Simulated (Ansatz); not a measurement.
MnO, DFT, PBE, all-electron LAPW, scalar-relativistic (Ansatz 0.2.0), run on 1 thread of Intel(R) Xeon(R) Platinum 8488C (Sapphire Rapids) on a shared host.

The cell is COD entry 1514105, as deposited and not checked against the literature; nothing was relaxed. The listed cell was then made from it by scaling, straining or moving an atom.

Command: `ansatz run input.yaml --threads 1 --pin off --max-ram 3072MiB --backend cpu --events-out ev --progress --plain --runs-dir out`

```yaml
crystal:
  lattice:
    - [0.06666, 2.25533, 2.25533]
    - [2.25533, 0.06666, 2.25533]
    - [2.25533, 2.25533, 0.06666]
  atoms:
    - { symbol: Mn, position: [0.0, 0.0, 0.0], spin: 4.0 }
    - { symbol: O, position: [0.5, 0.5, 0.5] }
magnetization:
  spin_polarized: true
kpoints:
  mp_grid: { grid: [16, 16, 16] }
  band_path:
    path:
      - [0.0, 0.0, 0.0]
      - [0.5, 0.5, 0.5]
      - [0.2428775097, 0.5, 0.7571224903]
      - [-0.2428775097, 0.2428775097, 0.5]
      - [0.0, 0.0, 0.5]
      - [0.0, 0.0, 0.0]
      - [-0.3714387548, 0.0, 0.3714387548]
      - [0.0, 0.3714387548, 0.6285612452]
      - [0.0, 0.5, 0.5]
    npoints: 5
scf:
  occupations: { method: fermi_dirac, width: 0.05 }
hamiltonian:
  xc: pbe
  pseudopotentials: { kind: all_electron, lapw: { basis_error: 0.00025 } }
output:
  forces: true
  stress: true
  eigenvalues: true
```

Q: How large is the problem that the program sets up?

A: 417 irreducible k-points, 345 plane waves at Γ, 18 bands.

Q: About how long does it take, and how much memory does it use?

A: 2.5 min of wall time for 11 SCF iterations, with a peak of 1.5 GiB. Times on shared machines scatter by tens of per cent.
